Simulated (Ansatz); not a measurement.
**CsPbCl3: energy along a strain**

CsPbCl3, Pm-3m, a = 5.619 Å. The structure is a Materials Project entry; whether it is the stable form wasn't checked. Ansatz: PBEsol, PAW, 420 eV, Γ-centred 6×6×6 mesh on 5 atoms, Gaussian smearing 0.05 eV; no spin polarisation. Cell vectors (Å): 3.973 2.294 3.244; -3.973 2.294 3.244; 0.000 -4.588 3.244. The cell is strained by x per cent times the pattern (0 0 0 1 0 0) in the order xx yy zz yz xz xy (engineering shears), with fractional coordinates held. y is the free energy over the start, V0 = 35.478 Å³/atom. Points with a strain past 8.5 % were computed too (2) and aren't used here.

```
x (%) y (meV/atom)
-7.50             ?
-5.00          4.91
 0.00          0.00
 2.50          1.31
 7.50         12.46
```

Problem. Fit y = c2 x² + c3 x³ to the other rows, get the stiffness along the pattern, and predict the missing energy.

Solution. Least squares on the rows shown. y = 0.2064 x² + 0.002011 x³. The clamped-ion stiffness p·C·p = 2 × 2.064 eV × 160.2 / 35.478 Å³ = 18.6 GPa, which is C44 in these axes. At x = -7.50 the fit asked for gives 10.76 meV/atom. The run gave 10.85 meV/atom, so the fit is 0.09 meV/atom too low, a small miss on the scale of the series.

Spin–orbit coupling is left out, which can shift energies with elements as heavy as these.

Symmetry holds off the tilts and polar distortions that many cubic perovskites undergo.

Cost: 7 runs of about 6.2 core-minutes in all, on Intel Xeon Processor @ 2.50GHz (Skylake/Cascade Lake) (shared hosts).